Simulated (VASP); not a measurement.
# A VASP 6.6.1 single-point calculation on BaZrO₃

INCAR

```
ISMEAR = -1
NELM = 100
ISPIN = 2
LREAL = .FALSE.
ENCUT = 520
NBANDS = 28
IBRION = -1
ISIF = 2
SIGMA = 0.02
MAGMOM = 1.0 1.0 1.0 1.0
PREC = Accurate
GGA = PE
LCHARG = .FALSE.
LASPH = .TRUE.
LWAVE = .FALSE.
NSW = 0
EDIFF = 1E-7
```

KPOINTS

```
KPOINTS created by Atomic Simulation Environment
0
Gamma
6 6 6
0 0 0
```

POSCAR

```
Ba Zr O
 1.0000000000000000
     4.2053551814048991   -0.0000000000000000    0.0000000000000000
     0.0000000000000000    4.2053551814048991    0.0000000000000000
     0.0000000000000000    0.0000000000000000    4.2053551814048991
 Ba  Zr  O
   1   1   3
Cartesian
 -0.0000000000000000 -0.0000000000000000  0.0000000000000000
  2.1026775907024495  2.1026775907024495  2.1026775907024495
  2.1026775907024495  2.1026775907024495  0.0000000000000000
  2.1026775907024495 -0.0000000000000000  2.1026775907024495
  0.0000000000000000  2.1026775907024495  2.1026775907024495
```

The recommended PBE PAW datasets give the neutral cell 40 valence electrons.

Command

```
mpirun -np 1 vasp_std
```

Problem. Predict the outcome of this run.

Solution. VASP stopped before the first electronic step.

Standard output (part)

```
POSCAR found type information on POSCAR BaZrO
 POSCAR found :  3 types and       5 ions
|     EEEEEEE  RRRRRR   RRRRRR   OOOOOOO  RRRRRR      ###     ###     ###     |
|     E        R     R  R     R  O     O  R     R     ###     ###     ###     |
|     E        R     R  R     R  O     O  R     R     ###     ###     ###     |
|     EEEEE    RRRRRR   RRRRRR   O     O  RRRRRR       #       #       #      |
|     E        R    R   R    R   O     O  R    R      ###     ###     ###     |
|     EEEEEEE  R     R  R     R  OOOOOOO  R     R     ###     ###     ###     |
|     ERROR: You have set 4 value(s) for MAGMOM; however for                  |
|     spin-polarized calculations (ISPIN=2), MAGMOM has to be a list of       |
|     NIONS values. NIONS=5 in your calculation.                              |
|       ---->  I REFUSE TO CONTINUE WITH THIS SICK JOB ... BYE!!! <----       |
```

The fault: too few starting moments.
